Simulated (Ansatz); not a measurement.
KBr:

```
CELL_PARAMETERS angstrom
0.00000 3.30000 3.30000
3.30000 0.00000 3.30000
3.30000 3.30000 0.00000
ATOMIC_POSITIONS crystal
Br 0.50000 0.50000 0.50000
K 0.00000 0.00000 0.00000
```

- Program: Ansatz 0.2.0
- Task: relaxation of cell and atoms
- Functional: revPBE
- Potentials or basis: Ansatz PAW
- Cutoff: 420 eV (not typed: the program's choice for these potentials)
- k mesh: 7 × 7 × 7
- Occupations: fermi-dirac, width 0.05 eV
- Spin: no spin polarisation

At the start: volume 35.94 Å³/atom.

Problem. Where does the relaxation end?

Solution. It ends after 5 steps and the volume is 40.94 Å³/atom (+13.9 %); space group Fm-3m (No. 225, to 0.05 Å).

Step by step:
```
step  energy change (eV)  largest force (eV/Å)  volume (Å³)
   1              0.0000                0.0000        71.87
   2             -0.0356                0.0000        76.04
   3             -0.0507                0.0000        80.68
   4             -0.0513                0.0000        81.88
   5             -0.0514                0.0000        81.88
```

Final structure:
```
Br K
1.0
     0.00000    3.44653    3.44653
     3.44653    0.00000    3.44653
     3.44653    3.44653    0.00000
Br K
1 1
Direct
  0.50000 0.50000 0.50000
  0.00000 0.00000 0.00000
```

Caveat: the plane-wave basis is chosen anew once the cell has moved, so the energies of steps on either side of that aren't comparable; the volume moved by +14 % from the deposited cell, more than functionals usually miss; the PAW data sets come from PBE, with cores solved anew for the run's functional, which leaves a small shift of forces and pressure.
